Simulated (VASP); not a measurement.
Here is a VASP 6.6.1 calculation.

The input INCAR:

```
SYSTEM = Si
PREC = Accurate
ENCUT = 600
EDIFF = 1E-6
ISMEAR = 0
SIGMA = 0.03
LREAL = .FALSE.
LASPH = .TRUE.
NELM = 80
ALGO = Normal
ISIF = 3
LWAVE = .FALSE.
LCHARG = .FALSE.
IBRION = 2
NSW = 90
EDIFFG = -0.01
```

The input KPOINTS:

```
regular mesh
0
G
  10 10 10
  0 0 0
```

File POSCAR:

```
Si
1.0
    0.0000000000      2.7135600000      2.7135600000
    2.7135600000      0.0000000000      2.7135600000
    2.7135600000      2.7135600000      0.0000000000
Si
2
Direct
    0.7500000000      0.7500000000      0.7500000000
    0.5000000000      0.5000000000      0.5000000000
```

Potentials or basis: VASP PAW LDA potentials, release 64 (Si).

The run is started by

```sh
$ cat potpaw_LDA.64/Si/POTCAR > POTCAR
$ mpirun -np 1 vasp_std > vasp.out
```

Problem. Estimate the space group after relaxing (to 0.05 Å).

Solution. Fd-3m (No. 227).

Problem. Predict the relaxed volume.

Solution. 19.72 Å³/atom.

Problem. Predict the band gap on the k mesh.

Solution. 0.45 eV, indirect (least direct gap 2.53 eV).

Problem. Predict the relaxed cell.

Solution. a = 3.820 Å, b = 3.820 Å, c = 3.820 Å, α = 60.00°, β = 60.00°, γ = 60.00°.

Step by step:
```csv
step,energy change (eV),largest force (eV/Å),pressure (GPa),volume (Å³)
1,0.0000,0.0000,-1.26,39.96
2,-0.0011,0.0000,0.93,39.06
3,-0.0021,0.0000,0.00,39.43
```

A k mesh can miss the band edges. A hybrid or GW would open this gap; LDA tends to underestimate it.
